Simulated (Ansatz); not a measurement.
# Ga: pressure and energy change per atom against volume scale

Results calculated with Ansatz 0.2.0, not measured. Plane-wave DFT, scalar-relativistic PAW made under PBE with cores redone for the functional, no dispersion; the given relaxed cell is scaled uniformly, energy at zero smearing counts from the unscaled cell, pressure at the given Fermi-Dirac smearing is positive in compression.

The cell before it is scaled or strained (space group Im-3m, No. 229):
```
cell vectors (Å)
  -1.6864     1.6864     1.6864
   1.6864    -1.6864     1.6864
   1.6864     1.6864    -1.6864
atoms (fractions of the cell vectors)
Ga  0.00000  0.00000  0.00000
```

Settings of every row: spin polarised no; functional PBE; wave cutoff 420 eV; smearing width 0.1 eV; k mesh 21x21x21.

Atom starting moment: 0 on all atoms.

Limits: the cell comes from a prototype or a list of computed structures and needn't be the stable phase.

```csv
row,volume scale,V (Å³/atom),pressure (GPa),energy change per atom (meV)
1,0.88,16.882,8.52,54.19
2,0.92,17.649,5.01,22.14
3,0.96,18.417,?,?
4,1.04,19.951,-1.66,4.23
5,1.08,20.719,-2.99,15.75
6,1.12,21.486,-4.03,32.91
```

Question: what pressure and energy change per atom should row 3 give?

Worked fit of pressure. Take u = (V_r/V)^(2/3) − 1 with V_r = 19.951 Å³ an atom, which is twice the finite (Eulerian) strain; such expansions in the strain, on which the Birch-Murnaghan equation of state is built, carry the rest volume and the bulk modulus. The shown rows have u = 0.11779, 0.08517, 0, -0.02487, -0.04821. Least squares give pressure = −1.675 + 59.426 × u + 228.74 × u² GPa; a straight line predicts inner rows, each left out in turn, worse (root mean square 0.65 against 0.049 GPa). The rows lie off it by 0.02, -0.04, 0.02, 0.02, -0.02. The pressure vanishes at u = 0.0257, or V = 19.21 Å³ an atom, and there the bulk modulus at fixed shape and fractions is B = −V dP/dV = (2/3)(1 + u) dP/du = 48.7 GPa. The withheld row has u = 0.05478, so the fit gives −1.675 + 59.426 × (0.05478) + 228.74 × (0.05478)² = 2.27 GPa.

The calculation gave 2.24 GPa. The fit lies 0.03 GPa (1.3 % of the value, 0.24 % of the column's range) above it; its largest miss of a shown row is 0.04 GPa.

Worked fit of energy change per atom. Take u = (V_r/V)^(2/3) − 1 with V_r = 19.951 Å³ an atom, which is twice the finite (Eulerian) strain; such expansions in the strain, on which the Birch-Murnaghan equation of state is built, carry the rest volume and the bulk modulus. The shown rows have u = 0.11779, 0.08517, 0, -0.02487, -0.04821. Least squares give energy change per atom = 3.939 − 308.444 × u + 6214.38 × u² meV; a straight line predicts inner rows, each left out in turn, worse (root mean square 18 against 0.84 meV). The rows lie off it by 0.36, -0.61, 0.29, 0.30, -0.34 (root mean square 0.4 meV). The withheld row has u = 0.05478, so the fit gives 3.939 − 308.444 × (0.05478) + 6214.38 × (0.05478)² = 5.69 meV.

The calculation gave 5.13 meV. The fit lies 0.56 meV (11 % of the value, 1.1 % of the column's range) above it; its largest miss of a shown row is 0.61 meV.
